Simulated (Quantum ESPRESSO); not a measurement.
# MnO: equation of state with rev-vdW-DF2

MnO:

```xyz
2
Lattice="0.0000 2.2239 2.2239 2.2239 0.0000 2.2239 2.2239 2.2239 0.0000" Properties=species:S:1:pos:R:3 pbc="T T T"
Mn    0.0000    0.0000    0.0000
O     2.2239    2.2239    2.2239
```

The cell is a database's computed one.

```json
{"Program": "Quantum ESPRESSO 7.5", "Task": "equation of state", "Functional": "rev-vdW-DF2", "Potentials or basis": "PseudoDojo 0.4.1 SR PBE standard", "Cutoff": "1306 eV", "Density cutoff": "5225 eV", "k mesh": "8 × 8 × 8", "Occupations": "fermi-dirac, width 0.05 eV", "Spin": "collinear spin, ferromagnetic start", "Starting moments": "[4.0, 0.0] μB", "Mixing beta": "0.3", "Most SCF iterations": "120", "SCF threshold": "4e-10 Ry"}
```

```
Equilibrium volume : 10.58 Å³/atom (rough: see the caveat)
Bulk modulus       : 104 GPa (rough)
```

Energy against volume, from the lowest point:
| volume (Å³/atom) | energy (meV/atom) |
| --- | --- |
| 10.339 | 2.07 |
| 10.559 | 0.00 |
| 10.779 | 1.51 |
| 10.999 | 5.63 |
| 11.219 | 12.25 |
| 11.439 | 21.63 |
| 11.659 | 33.75 |

All runs of the series together: 16 min on 1 thread of Intel(R) Xeon(R) Platinum 8259CL CPU @ 2.50GHz (Skylake/Cascade Lake), on a shared host.

Caveat: the potentials were made for another functional, which shifts forces and pressure; the fit is doubtful: noisy points or a state that changes with volume.
